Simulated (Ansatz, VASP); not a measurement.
CuI (Marshite) in VASP and in Ansatz

```
CELL_PARAMETERS angstrom
2.94564 2.94564 0.00000
-2.94564 2.94564 0.00000
0.00000 2.94564 2.91167
ATOMIC_POSITIONS crystal
Cu 0.75000 0.25000 0.50000
I 0.00000 0.00000 0.00000
```

Change from the starting cell: in-plane strain +0.005, out-of-plane length and atoms relaxed by PAW.

Alike in both runs: functional LDA; k mesh 6 × 6 × 6; no spin polarisation.

Ansatz relaxed the structure, and its values are those at the end. VASP's run is a single point on that final structure, the one shown.

|  | VASP | Ansatz |
| --- | --- | --- |
| version | VASP 6.6.1 | Ansatz 0.2.0 |
| potentials or method | VASP PAW LDA potentials, release 64 (Cu, I) | PAW with Ansatz's default frozen-core files, scalar-relativistic |
| plane-wave cutoff (eV) | 520 | 420 |
| occupations | gaussian, width 0.01 eV | fixed |
| valence electrons in the cell | 18 | 36 |

```tsv
	VASP	Ansatz	Ansatz less VASP
gap on the k mesh at the Fermi level (eV)	1.26	1.19	-0.065
pressure (GPa)	0.1	-0.2	-0.22
```

The two sets of potentials don't hold the same shells in valence.

Caveats: spin-orbit coupling is left out, which moves the levels of the heavy elements.
